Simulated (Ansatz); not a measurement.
Crystal: FeO (Wuestite).

```
Fe O
1.0
     0.00000    2.15540    2.15540
     2.15540    0.00000    2.15540
     2.15540    2.15540    0.00000
Fe O
1 1
Direct
  0.00000 0.00000 0.00000
  0.50000 0.50000 0.50000
```

Base run:

```yaml
Program: Ansatz 0.2.0
Functional: PBE
Potentials_or_basis: Ansatz PAW
Cutoff: "420 eV (not typed: the program's choice for these potentials)"
k_mesh: 11 × 11 × 11
Occupations: fermi-dirac, width 0.05 eV
Spin: collinear spin, ferromagnetic start
Starting_moments: "[3.0, 0.0] μB"
```

Its results: band gap on the k mesh none (metal or under the smearing width); pressure -0.2 GPa; net moment 4.00 μB per cell; site moments Fe +3.45; O +0.32 μB.

**Question.** The run is repeated on the same cell with these changes: functional from PBE to LDA. What comes out?

**Answer.** Band gap on the k mesh none (metal or under the smearing width); pressure -15.6 GPa; net moment 4.00 μB per cell; site moments Fe +3.42; O +0.34 μB.

LDA binds more tightly than PBE, so the same cell stands under less pressure.

Caveats: a cell with one magnetic atom can't hold antiferromagnetic order, which such compounds often take; semilocal functionals often make such compounds metallic where correlation or magnetic order opens a gap, which also shifts bond lengths; the PAW data sets come from PBE, with cores solved anew for the run's functional, which leaves a small shift of forces and pressure (some runs).
